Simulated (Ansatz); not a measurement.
Input and command of a calculation in Ansatz (plane waves; scalar-relativistic PAW potentials unless the input names others):

```yaml
crystal:
  lattice:
    - [3.0943107242, 0.0, 0.0]
    - [-1.5471553621, 2.7613684972, 0.0]
    - [0.0, 0.0, 12.5788196111]
  atoms:
    - { symbol: Mo, position: [0.3333333333, 0.6666666667, 0.25] }
    - { symbol: Mo, position: [0.6666666667, 0.3333333333, 0.75] }
    - { symbol: S, position: [0.3333333333, 0.6666666667, 0.6260538431] }
    - { symbol: S, position: [0.6666666667, 0.3333333333, 0.1260538431] }
    - { symbol: S, position: [0.3333333333, 0.6666666667, 0.8739461569] }
    - { symbol: S, position: [0.6666666667, 0.3333333333, 0.3739461569] }
basis:
  ecutwfc: 420
kpoints:
  mp_grid: { grid: [12, 12, 2] }
hamiltonian:
  xc: pbesol
scf:
  max_iter: 50
output:
  forces: true
  eigenvalues: true
  stress: true
```

```bash
ansatz run input.yaml --threads 1 --pin off --max-ram 2560MiB --backend cpu --events-out ev --progress --plain --runs-dir out
```

Task: What is wrong with this input?

Result: The program refuses it, because of no occupation method (scf.occupations: {"method": "gaussian", "width": 0.05} → not typed). With the sound run's settings it is accepted.

Abridged log:
```
Error: YAML parse error: `scf.occupations.method` is required: fixed only where the cell keeps a band gap throughout the run, explicit beside scf.occupations.values (under evaluate: without them), else a smearing such as fermi_dirac (scf.occupations.width is optional; its entry in the input reference gives the default)
```